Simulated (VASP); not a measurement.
InP:

```
In P
1.0
     0.00000    2.93933    2.93933
     2.93933    0.00000    2.93933
     2.93933    2.93933    0.00000
In P
1 1
Direct
  0.00000 0.00000 0.00000
  0.25000 0.25000 0.25000
```

Base run:

* Program: VASP 6.6.1
* Functional: HSE06
* Potentials or basis: VASP PAW PBE potentials, release 64 (In_d, P)
* Cutoff: 520 eV
* k mesh: 6 × 6 × 6
* Occupations: gaussian, width 0.03 eV
* Spin: no spin polarisation

Its results: band gap on the k mesh 1.46 eV, direct; pressure 0.7 GPa.

Problem. The run is repeated on the same cell with these changes: functional from HSE06 to PBE0. What comes out?

Solution. Band gap on the k mesh 2.06 eV, direct; pressure 0.5 GPa.

Caveats: the PAW data sets were made with another functional, which shifts forces and pressure a little; spin-orbit coupling is left out, which moves the levels of the heavy elements.
